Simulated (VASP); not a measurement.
A run of VASP 6.6.1 is set up as follows.

File INCAR:

```
SYSTEM = MgS
PREC     = Accurate       ! precision mode
ENCUT    = 520            ! plane-wave cutoff, eV
EDIFF    = 1E-6           ! SCF threshold, eV
ISMEAR   = 0              ! smearing method
SIGMA    = 0.05           ! smearing width, eV
LREAL    = .FALSE.        ! projectors in reciprocal space
LASPH    = .TRUE.         ! aspherical terms in the spheres
NELM     = 100            ! most SCF steps
ALGO     = Normal         ! electronic algorithm
ISIF     = 2              ! what is computed and relaxed
LWAVE    = .FALSE.        ! write WAVECAR
LCHARG   = .FALSE.        ! write CHGCAR
NBANDS   = 11             ! bands
```

The input KPOINTS:

```
Automatic mesh
0
G
  8 8 8
  0 0 0
```

The input POSCAR:

```
MgS
1.0
    0.0000000000      2.8331200468      2.8331200468
    2.8331200468      0.0000000000      2.8331200468
    2.8331200468      2.8331200468      0.0000000000
Mg S
1 1
Direct
   -0.0705935494      0.0000000000      0.0000000000
    0.7500000000      0.7500000000      0.7500000000
```

Potentials or basis: VASP PAW LDA potentials, release 64 (Mg, S).

The run is started by

```console
$ cat potpaw_LDA.64/Mg/POTCAR potpaw_LDA.64/S/POTCAR > POTCAR
$ mpirun -np 1 vasp_std > vasp.out
```

**Question.** Predict the largest force.

**Answer.** 1.827 eV/Å.

**Question.** Predict the band gap on the k mesh.

**Answer.** 2.83 eV, direct.

**Question.** Estimate the pressure.

**Answer.** -0.5 GPa.

Forces in eV/Å, atoms in the order of the input:
```
Mg   0.780  1.168  1.168
S   -0.780 -1.168 -1.168
```

Caveat: forces of over 1 eV/Å show positions far from the minimum, so gaps and moduli don't describe the material at rest. A k mesh can miss the band edges.
